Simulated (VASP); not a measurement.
A run of VASP 6.6.1:

Contents of INCAR:

```
PREC     = Accurate       # precision mode
ENCUT    = 520            # plane-wave cutoff, eV
EDIFF    = 1E-7           # SCF threshold, eV
ISMEAR   = 0              # smearing method
SIGMA    = 0.01           # smearing width, eV
LREAL    = F              # projectors in reciprocal space
LASPH    = T              # aspherical terms in the spheres
NELM     = 100            # most SCF steps
ALGO     = Fast           # electronic algorithm
ISIF     = 2              # what is computed and relaxed
LWAVE    = F              # write WAVECAR
LCHARG   = F              # write CHGCAR
GGA      = PE             # functional
NBANDS   = 24             # bands
```

KPOINTS

```
regular mesh
0
Gamma
  12 12 1
```

File POSCAR:

```
C2F
1.0
    2.5953000000      0.0000000000      0.0000000000
   -1.2976500000      2.2475957304      0.0000000000
    0.0000000000      0.0000000000     21.2900000000
F C
2 4
Direct
    0.0000000000      0.0000000000      0.3757632691
    0.0000000000      0.0000000000      0.6242367309
    0.0000000000      0.0000000000      0.4401127290
    0.3333333333      0.6666666667      0.4635979333
    0.3333333333      0.6666666667      0.5364020667
    0.0000000000      0.0000000000      0.5598872710
```

Potentials or basis: VASP PAW PBE potentials, release 64 (F, C).

Launch:

```console
$ cat potpaw_PBE.64/F/POTCAR potpaw_PBE.64/C/POTCAR > POTCAR
$ mpirun -np 1 vasp_std > vasp.out
```

Hardware: 1 thread of Intel(R) Xeon(R) Platinum 8488C (Sapphire Rapids), on a shared host.

Problem. Estimate the wall time of this run.

Solution. Wall time 2.3 min on 1 thread of Intel(R) Xeon(R) Platinum 8488C (Sapphire Rapids), with other jobs on the host, peak memory 0.24 GiB. Counts: scf iterations 21, k points 19.
